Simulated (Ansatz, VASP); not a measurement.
# Cross-check of CuI (Marshite) between VASP and Ansatz

Wanted: the spread between two codes on one cell, functional and k mesh.

Program: Ansatz 0.2.0. Level of theory: plane waves, with VASP 6.6.1 beside it; single point at HSE06. Results are calculated unless marked as measured.

The database entry behind the starting cell differs from later determinations by our own check (about 0.15 % long (mineral sample)), so it need not match the best structure at ambient conditions.

### Step 1. Starting point

Symmetry: F-43m, No. 216, cubic system. The conventional cell has a = 6.063 Å, b = 6.063 Å, c = 6.063 Å, α = 90.00°, β = 90.00°, γ = 90.00°. Cu has 4 I at 2.63 Å nearest. I has 4 Cu at 2.63 Å nearest. Farther neighbours and most contacts between anions are not listed.

As a file:

```cif
data_structure
_symmetry_space_group_name_H-M 'F-43m'
_symmetry_Int_Tables_number 216
_cell_length_a 6.0630
_cell_length_b 6.0630
_cell_length_c 6.0630
_cell_angle_alpha 90.000
_cell_angle_beta 90.000
_cell_angle_gamma 90.000
_cell_volume 222.88
loop_
_atom_site_label
_atom_site_type_symbol
_atom_site_symmetry_multiplicity
_atom_site_Wyckoff_symbol
_atom_site_fract_x
_atom_site_fract_y
_atom_site_fract_z
_atom_site_occupancy
Cu1 Cu 4 d 0.25000 0.25000 0.75000 1
I1 I 4 a 0.00000 0.00000 0.00000 1
```

### Step 2. VASP: single point, HSE06

A single point gives forces, pressure and levels at one fixed geometry, so differences don't come from the geometry; what else differs is listed under the comparison.

Lines of VASP's logs that name or quote its potential files are left out, and so is its time.

The run reads the wave functions of an earlier VASP run, which isn't shown here.

INCAR reads:

```
SYSTEM = CuI
PREC = Accurate
ENCUT = 440
EDIFF = 1E-08
NELM = 100
ISMEAR = 0
SIGMA = 0.01
LREAL = .FALSE.
ALGO = Normal
LHFCALC = .TRUE.
AEXX = 0.25
GGA = PE
HFSCREEN = 0.2
LASPH = .TRUE.
NBANDS = 15
PRECFOCK = Fast
LORBIT = 11
LWAVE = .TRUE.
LCHARG = .FALSE.
KPAR = 8
```

POSCAR reads:

```
CuI
1.0
    0.0000000000      3.0315000000      3.0315000000
    3.0315000000      0.0000000000      3.0315000000
    3.0315000000      3.0315000000      0.0000000000
Cu I
1 1
Direct
    0.2500000000      0.2500000000      0.2500000000
    0.0000000000      0.0000000000      0.0000000000
```

KPOINTS reads:

```
Automatic mesh
0
Gamma
6 6 6
0 0 0
```

Potentials, in the order of the species: Cu_GW and I_GW (PBE family, release 64).

Run with:

```console
> mpirun -np 8 vasp_std
```

Numbers of over 12 decimals in the logs are rounded to 6 here.

The log of the run:

```text
[banner, memory and clock lines left out]
running    8 mpi-ranks, on    1 nodes
 distrk:  each k-point on    1 cores,    8 groups
 distr:  one band on    1 cores,    1 groups

 POSCAR found type information on POSCAR CuI
 POSCAR found :  2 types and       2 ions
|                                                                             |
|           W    W    AA    RRRRR   N    N  II  N    N   GGGG   !!!           |
|           W    W   A  A   R    R  NN   N  II  NN   N  G    G  !!!           |
|           W    W  A    A  R    R  N N  N  II  N N  N  G       !!!           |
|           W WW W  AAAAAA  RRRRR   N  N N  II  N  N N  G  GGG   !            |
|           WW  WW  A    A  R   R   N   NN  II  N   NN  G    G                |
|           W    W  A    A  R    R  N    N  II  N    N   GGGG   !!!           |
|                                                                             |
|     For optimal performance we recommend to set                             |
|       NCORE = 2 up to number-of-cores-per-socket                            |
|     NCORE specifies how many cores store one orbital (NPAR=cpu/NCORE).      |
|     This setting can greatly improve the performance of VASP for DFT.       |
|     The default, NCORE=1 might be grossly inefficient on modern             |
|     multi-core architectures or massively parallel machines. Do your        |
|     Unfortunately you need to use the default for GW and RPA                |
|     calculations (for HF NCORE is supported but not extensively tested      |
|     yet).                                                                   |
|                                                                             |

 LDA part: xc-table for (Slater+PW92), standard interpolation
 found WAVECAR, reading the header
 POSCAR, INCAR and KPOINTS ok, starting setup
 FFT: planning ... GRIDC
 FFT: planning ... GRID_SOFT
 FFT: planning ... GRID
 reading WAVECAR
 the WAVECAR file was read successfully
 initial charge from wavefunction
 entering main loop
       N       E                     dE             d eps       ncg     rms          rms(c)
DAV:   1    -0.651009069360E+01   -0.65101E+01   -0.70338E-01   663   0.185E+01    0.198E+00
DAV:   2    -0.643886401020E+01    0.71227E-01   -0.51736E-01   564   0.203E+01    0.135E+00
DAV:   3    -0.644767530389E+01   -0.88113E-02   -0.35804E-02   557   0.208E+00    0.742E-01
DAV:   4    -0.644655313376E+01    0.11222E-02   -0.86101E-03   630   0.234E+00    0.258E-01
DAV:   5    -0.644644936378E+01    0.10377E-03   -0.13560E-03   705   0.686E-01    0.191E-01
DAV:   6    -0.644642508571E+01    0.24278E-04   -0.10711E-04   766   0.136E-01    0.124E-01
DAV:   7    -0.644640627399E+01    0.18812E-04   -0.22665E-05   613   0.120E-01    0.646E-02
DAV:   8    -0.644640107386E+01    0.52001E-05   -0.24843E-06   691   0.153E-02    0.384E-02
DAV:   9    -0.644639956827E+01    0.15056E-05   -0.11741E-06   700   0.126E-02    0.234E-02
DAV:  10    -0.644639929815E+01    0.27011E-06   -0.42743E-07   686   0.694E-03    0.135E-02
DAV:  11    -0.644639928112E+01    0.17037E-07   -0.14962E-07   684   0.321E-03    0.792E-03
DAV:  12    -0.644639935479E+01   -0.73672E-07   -0.70711E-08   637   0.193E-03    0.472E-03
DAV:  13    -0.644639941657E+01   -0.61783E-07   -0.37130E-08   620   0.158E-03    0.275E-03
DAV:  14    -0.644639945389E+01   -0.37315E-07   -0.16636E-08   548   0.913E-04    0.163E-03
DAV:  15    -0.644639947145E+01   -0.17559E-07   -0.80836E-09   453   0.682E-04    0.963E-04
DAV:  16    -0.644639947682E+01   -0.53783E-08   -0.47050E-09   429   0.501E-04
   1 F= -.64463995E+01 E0= -.64463995E+01  d E =-.188687E-18
 writing wavefunctions
```

Parts of OUTCAR (step 2):

```text
ion  position               nearest neighbor table
   1  0.250  0.250  0.250-   2 2.63   2 2.63   2 2.63   2 2.63
   2  0.000  0.000  0.000-   1 2.63   1 2.63   1 2.63   1 2.63

  LATTYP: Found a face centered cubic cell.
 ALAT       =     6.0630000000

 Subroutine GETGRP returns: Found 24 space group operations
 (whereof 24 operations were pure point group operations)

The static configuration has the point symmetry T_d .

 Found     16 irreducible k-points:

   k-points           NKPTS =     16   k-points in BZ     NKDIM =    216   number of bands    NBANDS=     15

   dimension x,y,z NGX =    30 NGY =   30 NGZ =   30
   dimension x,y,z NGXF=    60 NGYF=   60 NGZF=   60

   ENCUT  =  440.0 eV  32.34 Ry    5.69 a.u.   7.33  7.33  7.33*2*pi/ulx,y,z

   NELECT =      18.0000    total number of electrons

 k-points in reciprocal lattice and weights: Automatic mesh
   0.00000000  0.00000000  0.00000000       0.005
   0.16666667  0.00000000  0.00000000       0.037
   0.33333333  0.00000000  0.00000000       0.037
   0.50000000  0.00000000  0.00000000       0.019
   0.16666667  0.16666667  0.00000000       0.028
   0.33333333  0.16666667  0.00000000       0.111
   0.50000000  0.16666667  0.00000000       0.111
  -0.33333333  0.16666667  0.00000000       0.111
  -0.16666667  0.16666667  0.00000000       0.056
[...]
-0.33333333  0.33333333  0.16666667       0.111
  -0.33333333  0.50000000  0.16666667       0.056

  exchange ACFDT corr.  =         0.00000000  see jH, gK, PRB 81, 115126

 average (electrostatic) potential at core
       1 -46.7777       2 -89.0770

 E-fermi :   3.0438

 k-point     1 :       0.0000    0.0000    0.0000
  band No.  band energies     occupation
    ...
      5       0.4985      2.00000
      6       0.4985      2.00000
      7       2.9858      2.00000
      8       2.9858      2.00000
      9       2.9858      2.00000
     10       5.5944      0.00000
     11       9.3481      0.00000
     12       9.3481      0.00000
     13       9.3481      0.00000
     14      12.8769      0.00000
    ...

 k-point     2 :       0.1667    0.0000    0.0000
  band No.  band energies     occupation
    ...
      5       0.4901      2.00000
      6       0.4901      2.00000
      7       1.9383      2.00000
      8       2.7617      2.00000
      9       2.7617      2.00000
     10       6.5192      0.00000
     11       9.3116      0.00000
     12       9.7180      0.00000
     13       9.7180      0.00000
     14      13.2968      0.00000
    ...

 k-point     3 :       0.3333    0.0000    0.0000
  band No.  band energies     occupation
    ...
      5       0.4989      2.00000
      6       0.4989      2.00000
      7       0.8966      2.00000
      8       2.3519      2.00000
      9       2.3519      2.00000
     10       6.7160      0.00000
     11       9.9511      0.00000
     12       9.9512      0.00000
     13      10.8912      0.00000
     14      13.1912      0.00000
    ...

  energy-cutoff  :      440.00
  volume of cell :       55.72
      direct lattice vectors                 reciprocal lattice vectors
     0.000000000  3.031500000  3.031500000    -0.164934851  0.164934851  0.164934851
     3.031500000  0.000000000  3.031500000     0.164934851 -0.164934851  0.164934851
     3.031500000  3.031500000  0.000000000     0.164934851  0.164934851 -0.164934851

 POSITION                                       TOTAL-FORCE (eV/Angst)
 -----------------------------------------------------------------------------------
      1.51575      1.51575      1.51575         0.000000      0.000000      0.000000
      0.00000      0.00000      0.00000        -0.000000     -0.000000     -0.000000
 -----------------------------------------------------------------------------------
    total drift:                               -0.000004     -0.000000     -0.000000

  FREE ENERGIE OF THE ION-ELECTRON SYSTEM (eV)
  ---------------------------------------------------
  free  energy   TOTEN  =        -6.4463994768 eV

  energy  without entropy=       -6.4463994768  energy(sigma->0) =       -6.44639948

 total charge
# of ion       s       p       d       f       tot
--------------------------------------------------
    1        0.282   0.245   9.422   0.004   9.953
    2        1.598   3.177   0.057   0.000   4.832
--------------------------------------------------
tot          1.880   3.422   9.479   0.004  14.785

[... 3 further parts left out ...]
```

[end of part 1 of 2]

[Lines on the potential files, build, host, timing and source positions are cut from VASP's logs without a mark.]

[Logs are printed without paths, hosts, clocks, repeated set-up lines and the standing remarks that a program may print on its own settings, such as how far it seeks lower states.]

[Hosts, paths, dates, database ids (printed as entryN), source tags and the programs' standing remarks are cut or masked in the printed files.]
